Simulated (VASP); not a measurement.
Crystal: In.

```
In
1.0
    -1.66584    1.66584    2.48335
     1.66584   -1.66584    2.48335
     1.66584    1.66584   -2.48335
In
1
Cartesian
  0.0000 0.0000 0.0000
```

Base run:

| Property | Result |
| --- | --- |
| Program | VASP 6.6.1 |
| Functional | PBE |
| Potentials or basis | VASP PAW PBE potentials, release 64 (In_d) |
| Cutoff | 450 eV |
| k mesh | 19 × 19 × 19 |
| Occupations | methfessel-paxton, width 0.1 eV |
| Spin | no spin polarisation |

Its results: band gap on the k mesh none (metal or under the smearing width); pressure 0.0 GPa.

**Question.** The run is repeated on the same cell with these changes: functional from PBE to PBEsol; cutoff from 450 eV to 600 eV. What comes out?

**Answer.** Band gap on the k mesh none (metal or under the smearing width); pressure -2.7 GPa.

PBEsol binds more tightly than PBE, so the same cell stands under less pressure.

Caveats: the PAW data sets were made with another functional, which shifts forces and pressure a little (some runs).
